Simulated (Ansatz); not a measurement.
**CH on Si (001)**

Aim: for Si, compare the adsorption sites of CH.

Method: DFT PBEsol, scalar-relativistic, plane waves, PAW, in Ansatz 0.2.0.

3 further runs of the same task are left out: 2 that didn't finish, 1 set aside as unsound or not needed.

## (1) The starting structure

It takes space group P3m1 (No. 156, trigonal). The conventional cell has a = 3.825 Å, b = 3.825 Å, c = 24.121 Å, α = 90.00°, β = 90.00°, γ = 120.00°. Si (site symmetry 3m) has 3 Si at 2.35 Å as nearest neighbours. Si (site symmetry 3m) is surrounded by 4 Si at 2.35 to 2.37 Å. Around Si (site symmetry 3m) lie 4 Si at 2.34 to 2.37 Å. Si (site symmetry 3m) is surrounded by 4 Si at 2.34 to 2.39 Å. Around Si (site symmetry 3m) lie 4 Si at 2.31 to 2.39 Å. Si (site symmetry 3m) has 3 Si at 2.31 Å as nearest neighbours.

Structure file:

```xyz
6
Lattice="3.8249 0.0000 0.0000 -1.9124 3.3125 0.0000 0.0000 0.0000 24.1211" Properties=species:S:1:pos:R:3 pbc="T T T"
Si    1.9124    1.1042    8.5000
Si    0.0000    2.2083    9.2968
Si    0.0000    2.2083   11.6622
Si    1.9124    1.1042   12.4243
Si    1.9124    1.1042   14.8176
Si    0.0000    2.2083   15.4882
```

Miller indices refer to the conventional cell of the relaxed bulk, P6_3/mmc (No. 194): a = 3.825 Å, b = 3.825 Å, c = 6.324 Å, α = 90.00°, β = 90.00°, γ = 120.00°.

This (001) slab, 7.1 Å thick as cut, with 17 Å of vacuum; its outer planes are Si (top) and Si (bottom), was relaxed beforehand with its lower half held: -3726.3696 eV, work function 4.60 eV (top face), 4.78 eV (bottom face), dipole along +c 0.013 e·Å per cell.

## (2) CH at the top (Si) site

With the adsorbate the run is spin-polarised.

input.yaml

```yaml
crystal:
  lattice:
    - [3.824888353, 0.0, 0.0]
    - [-1.9124441765, 3.3124504803, 0.0]
    - [0.0, 0.0, 27.2211317404]
  atoms:
    - { symbol: Si, position: [0.6666666667, 0.3333333333, 0.3122574066] }
    - { symbol: Si, position: [0.3333333333, 0.6666666667, 0.3415299164] }
    - { symbol: Si, position: [0.3333333333, 0.6666666667, 0.4284226886] }
    - { symbol: Si, position: [0.6666666667, 0.3333333333, 0.4564202393] }
    - { symbol: Si, position: [0.6666666667, 0.3333333333, 0.5443410654] }
    - { symbol: Si, position: [0.3333333333, 0.6666666667, 0.5689762193] }
    - { symbol: C, position: [0.3333333333, 0.6666666667, 0.6380402104], spin: 1.0 }
    - { symbol: H, position: [0.3333333333, 0.6666666667, 0.6784499924] }
basis:
  ecutwfc: 420
kpoints:
  mp_grid: { grid: [9, 9, 1] }
hamiltonian:
  xc: pbesol
scf:
  occupations: { method: gaussian, width: 0.05 }
output:
  forces: true
  eigenvalues: true
  populations: true
  write_density: true
  write_potential: true
  elf: true
  volumetric_format: npy
magnetization:
  spin_polarized: true
relax:
  adjacent_minimum: "off"
  f_tol: 0.03
  max_steps: 70
  constraints: [{ sites: [0, 1, 2] }]
efield:
  axis: 3
  dipole_correction: true
  ramp_width: 0.04
```

On the command line:

```
ansatz run input.yaml --threads 1 --pin off --max-ram 2560MiB --backend cpu --events-out ev --progress --plain --runs-dir out
```

Further runs follow: CH at the hollow (nearest Si) site; CH put at a bridge (Si-Si) site.

**Question.** What will these runs give? Wanted: CH: lowest end.

As calculated:

| quantity | value |
| --- | --- |
| CH: lowest end | E_ads -5.34 eV, from the bridge (Si-Si) start, 2 bonded, 0.65 Å high |

In words: The strongest binding of CH is 5.34 eV, a strong chemical bond; the ends span 1.37 eV. On the way to the lowest end the anchoring atom slid 1.0 Å from where it was put. The surface itself gives way, with a slab atom moving 0.9 Å. It lowers the work function by 1.16 eV, as a dipole layer with its positive end outwards does. A start on a symmetric site keeps its symmetry, so an end may be a saddle point and not a minimum.
